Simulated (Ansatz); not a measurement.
## NaI, space group I4_1/amd: a dry run that shows the plan, step by step

With the Ansatz DFT code, driven from Python.

Typed at the interpreter:
```pycon
>>> from dataclasses import replace
>>> import ansatz as az
>>> SETTINGS = {
...     "xc": "pbesol",
...     "cutoff": 420,
...     "k_spacing": 0.44,
...     "smearing": "Fixed",
... }
>>> nai = (
...     az.Lattice.from_parameters(4.429027, 4.429027, 16.727544, alpha=90, beta=90, gamma=90)
...     .space_group(141, hermann_mauguin="I41/amd", origin_choice=1)
...     .atom("Na", (0.5, 0.0, 0.25))
...     .atom("I", (0.0, 0.5, 0.25))
...     .primitive()
... )
>>> job = nai.calculation()
>>> job = job.functional(SETTINGS["xc"])
>>> job = job.basis(SETTINGS["cutoff"])
>>> job = job.kpoints(spacing=SETTINGS["k_spacing"])
>>> job = job.occupations(SETTINGS["smearing"])
>>> for repeats in [(1, 1, 1), (2, 1, 1), (2, 2, 1)]:
...     told = replace(job, crystal=nai.supercell(*repeats)).session().plan(dry_run=True).describe()
...     print(repeats, "bands", told.n_bands, "plane waves", tuple(told.n_pw_range), "k-points", len(told.kweights), "grid", tuple(told.fft_dense), "symmetry operations", told.n_sym_ops)
...
(1, 1, 1) bands 32 plane waves (3189, 3275) k-points 18 grid (30, 30, 60) symmetry operations 16
(2, 1, 1) bands 63 plane waves (6388, 6459) k-points 39 grid (60, 30, 60) symmetry operations 8
(2, 2, 1) bands 125 plane waves (12811, 12840) k-points 9 grid (60, 60, 60) symmetry operations 16
```

The structure comes from a database and needn't be a stable phase.
